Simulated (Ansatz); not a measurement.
# Ca: the cost of one run

Program: Ansatz 0.2.0. Level of theory: DFT PBE, scalar-relativistic, plane waves, PAW. These are calculated values, not measurements.

### Step 1. The starting structure

Symmetry: Pmmm, No. 47, orthorhombic system. Conventional cell: a = 4.392 Å, b = 4.410 Å, c = 28.821 Å, α = 90.00°, β = 90.00°, γ = 90.00°. Ca (site symmetry mm2) has 4 Ca at 3.81 Å as nearest neighbours. Ca (site symmetry mm2) is surrounded by 8 Ca at 3.81 Å. Ca (site symmetry mmm) is surrounded by 8 Ca at 3.81 Å.

Coordinates:

```
Ca
1.0
     4.39223    0.00000    0.00000
     0.00000    4.41041    0.00000
     0.00000    0.00000   28.82082
Ca
5
Direct
  0.00000 0.50000 0.34697
  0.50000 0.00000 0.42349
  0.00000 0.50000 0.50000
  0.50000 0.00000 0.57651
  0.00000 0.50000 0.65303
```

Slab cut from the bulk at the bulk's listed lattice constants, lower half held.

### Step 2. Relaxing the atoms

Contents of input.yaml:

```yaml
crystal:
  lattice:
    - [4.39222962, 0.0, 0.0]
    - [0.0, 4.41040981, 0.0]
    - [0.0, 0.0, 28.8208193522]
  atoms:
    - { symbol: Ca, position: [0.0, 0.5, 0.3469713986] }
    - { symbol: Ca, position: [0.5, 0.0, 0.4234856993] }
    - { symbol: Ca, position: [0.0, 0.5, 0.5] }
    - { symbol: Ca, position: [0.5, 0.0, 0.5765143007] }
    - { symbol: Ca, position: [0.0, 0.5, 0.6530286014] }
basis:
  ecutwfc: 420.0
  fft_grid_basis: typed
kpoints:
  mp_grid: { grid: [6, 6, 1] }
hamiltonian:
  xc: pbe
scf:
  occupations: { method: gaussian, width: 0.1 }
output:
  forces: true
  eigenvalues: true
efield:
  axis: 3
  dipole_correction: true
  ramp_width: 0.04
relax:
  adjacent_minimum: "off"
  f_tol: 0.04
  max_steps: 40
  constraints: [{ sites: [0, 1] }]
```

Command:

```sh
ansatz run input.yaml --threads 1 --pin off --max-ram 2211MiB --backend cpu --events-out ev --progress --plain --runs-dir out
```

Q: Estimate wall time and peak memory on 1 thread of Intel Xeon 6975P-C (Granite Rapids), shared host.

About 60 s, with a peak of 0.7 GiB.
